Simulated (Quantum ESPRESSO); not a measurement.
TaN: equation of state with rev-vdW-DF2

The system is TaN.

```
CELL_PARAMETERS angstrom
0.00000 2.21132 2.21132
2.21132 0.00000 2.21132
2.21132 2.21132 0.00000
ATOMIC_POSITIONS crystal
Ta 0.50000 0.50000 0.50000
N 0.00000 0.00000 0.00000
```

The cell comes from a database or a generator and needn't be the stable form of this composition.

- Program: Quantum ESPRESSO 7.5
- Task: equation of state
- Functional: rev-vdW-DF2
- Potentials or basis: PseudoDojo 0.4.1 SR PBE standard
- Cutoff: 1143 eV
- Density cutoff: 4572 eV
- k mesh: 10 × 10 × 10
- Occupations: fermi-dirac, width 0.05 eV
- Spin: no spin polarisation
- Mixing beta: 0.5
- Most SCF iterations: 120
- SCF threshold: 4e-10 Ry

The equilibrium volume is 10.65 Å³/atom and the bulk modulus is 338 GPa. The pressure derivative of the bulk modulus is 4.4.

Energy against volume, from the lowest point:
```
volume (Å³/atom)  energy (meV/atom)
          10.164              25.30
          10.381               7.33
          10.597               0.00
          10.813               2.21
          11.030              12.96
          11.246              31.36
          11.462              56.61
```

All runs of the series together: 9.9 min on 1 thread of Arm Neoverse V1, with other jobs on the host.

Caveat: the potentials were made for another functional, which shifts forces and pressure. The run has no spin-orbit coupling, so splittings on Ta are missing.
